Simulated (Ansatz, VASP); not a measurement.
# In4Sb3As: VASP beside Ansatz

The input INCAR:

```
SYSTEM = In4Sb3As
PREC = Accurate ; ENCUT = 520
EDIFF = 1E-6 ; ISMEAR = 0
SIGMA = 0.1 ; LREAL = .FALSE.
LASPH = .TRUE. ; NELM = 60
ALGO = Normal ; ISIF = 2
LWAVE = .FALSE. ; LCHARG = .TRUE.
GGA = PE ; LELF = .TRUE.
LVHAR = .TRUE. ; NBANDS = 46
```

The input KPOINTS:

```
regular mesh
0
G
  4 4 2
  0 0 0
```

File POSCAR:

```
In4Sb3As
1.0
    4.6166896000      0.0000000000      0.0000000000
    0.0000000000      4.6166896000      0.0000000000
    0.0000000000      0.0000000000     13.0296060000
In Sb As
4 3 1
Direct
    0.5000000000      0.0000000000      0.6293160000
    0.0000000000      0.5000000000      0.8873080000
    0.5000000000      0.0000000000      0.1126920000
    0.0000000000      0.5000000000      0.3706840000
    0.5000000000      0.5000000000      0.2417660000
    0.0000000000      0.0000000000      0.5000000000
    0.5000000000      0.5000000000      0.7582340000
    0.0000000000      0.0000000000      0.0000000000
```

Input for Ansatz:

```yaml
crystal:
  lattice:
    - [4.6166896, 0.0, 0.0]
    - [0.0, 4.6166896, 0.0]
    - [0.0, 0.0, 13.029606]
  atoms:
    - { symbol: In, position: [0.5, 0.0, 0.629316] }
    - { symbol: In, position: [0.0, 0.5, 0.887308] }
    - { symbol: In, position: [0.5, 0.0, 0.112692] }
    - { symbol: In, position: [0.0, 0.5, 0.370684] }
    - { symbol: Sb, position: [0.5, 0.5, 0.241766] }
    - { symbol: Sb, position: [0.0, 0.0, 0.5] }
    - { symbol: Sb, position: [0.5, 0.5, 0.758234] }
    - { symbol: As, position: [0.0, 0.0, 0.0] }
basis:
  ecutwfc: 420
kpoints:
  mp_grid: { grid: [4, 4, 2] }
hamiltonian:
  xc: pbe
scf:
  occupations: { method: gaussian, width: 0.1 }
  lower_state_search: "off"
output:
  forces: true
  stress: true
  eigenvalues: true
```

Alike in both runs: task single point; functional PBE; k mesh 4 × 4 × 2; occupations gaussian, width 0.1 eV; no spin polarisation.

```csv
,VASP,Ansatz
version,VASP 6.6.1,Ansatz 0.2.0
potentials or method,"VASP PAW PBE potentials, release 64 (In_d, Sb, As)","scalar-relativistic, plane waves, PAW"
plane-wave cutoff (eV),520,420
valence electrons in the cell,72,112
```

VASP gave:

```
gap on the k mesh at the Fermi level (eV)       : none
pressure (GPa)                                  : 0.1
largest component of the traceless stress (GPa) : 0.32
rms of the force components (eV/Å)              : 0.003
```

Problem. What did Ansatz give for the same quantities?

Solution. gap on the k mesh at the Fermi level (eV): none; pressure (GPa): 0.2; largest component of the traceless stress (GPa): 0.32; rms of the force components (eV/Å): 0.005.

Atom by atom the forces differ by 0.002 eV/Å (rms over components). A gap of «none» marks a metal or a gap that the smearing closes. The functional is the same, so the differences come from potentials, cutoffs and numerics. The two sets of potentials don't hold the same shells in valence.

The runs have no spin-orbit coupling, so splittings on Sb are missing.
